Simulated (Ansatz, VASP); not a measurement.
**Two plane-wave programs on K**

```xyz
1
Lattice="0.0000 2.5770 2.5770 2.5770 0.0000 2.5770 2.5770 2.5770 0.0000" Properties=species:S:1:pos:R:3 pbc="T T T"
K     0.0000    0.0000    0.0000
```

Alike in both runs: functional PBE; dispersion D3(BJ); k mesh 14 × 14 × 14; occupations gaussian, width 0.1 eV; no spin polarisation.

Ansatz relaxed the structure, and its values are those at the end. VASP's run is a single point on that final structure, the one shown.

```csv
,VASP,Ansatz
version,VASP 6.6.1,Ansatz 0.2.0
potentials or method,"VASP PAW PBE potentials, release 64 (K_sv)","scalar-relativistic, plane waves, PAW"
plane-wave cutoff (eV),520,420
valence electrons in the cell,9,9
```

|  | VASP | Ansatz | Ansatz less VASP |
| --- | --- | --- | --- |
| gap on the k mesh at the Fermi level (eV) | none | none | - |
| pressure (GPa) | 10.0 | 10.0 | +0.01 |

A gap of «none» marks a metal or a gap that the smearing closes.

Caveats: pairwise dispersion overbinds metals, which lowers pressure and volume.
